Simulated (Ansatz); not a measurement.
# HfC (zincblende): a single-point run

The task is a single-point run on HfC (zincblende). The structure is shown as the input types it.

Method: Kohn-Sham DFT, with the functional, basis and potentials that each input names, in Ansatz 0.2.0.

1 further run of the same task is left out (it didn't finish).

## Step 1: The starting structure

Symmetry: F-43m, No. 216, cubic system. Conventional cell: a = 5.044 Å, b = 5.044 Å, c = 5.044 Å, α = 90.00°, β = 90.00°, γ = 90.00°. Hf (site symmetry -43m) has 4 C at 2.18 Å as nearest neighbours. Around C (site symmetry -43m) lie 4 Hf at 2.18 Å.

As a file:

```xyz
2
Lattice="0.0000 2.5221 2.5221 2.5221 0.0000 2.5221 2.5221 2.5221 0.0000" Properties=species:S:1:pos:R:3 pbc="T T T"
Hf    0.0000    0.0000    0.0000
C     1.2611    1.2611    1.2611
```

## Step 2: Input and run

File input.yaml:

```yaml
crystal:
  lattice:
    - [0.0, 2.5221072291, 2.5221072291]
    - [2.5221072291, 0.0, 2.5221072291]
    - [2.5221072291, 2.5221072291, 0.0]
  atoms:
    - { symbol: Hf, position: [0.0, 0.0, 0.0] }
    - { symbol: C, position: [0.25, 0.25, 0.25] }
basis:
  ecutwfc: 420
  ecutrho_ratio: 4
kpoints:
  mp_grid: { grid: [12, 12, 12] }
hamiltonian:
  xc: lda+u
scf:
  occupations: { method: gaussian, width: 0.05 }
  max_iter: 80
output:
  forces: true
  stress: true
```

On the command line:

```
ansatz run input.yaml --threads 2 --pin off --max-ram 2662MiB --backend cpu --events-out ev --progress --plain --runs-dir out
```

Q: Will this input give a usable result? If not, why, and what should change?

Nothing was computed: the input was turned down at the start. Its message: «line 15 column 7: hamiltonian.xc: unknown variant `lda+u`, expected one of `lda`, `lda-pw`, `pw92`, `pbe`, `pbesol`, `rpbe`, `revpbe`, `blyp`, ...»

Look at the input: hamiltonian.xc is lda+u. No functional of that name is defined in this program.

The cure: set hamiltonian.xc to pbe. Any name on the list would pass the check; a listed functional of a like name need not be the same functional.
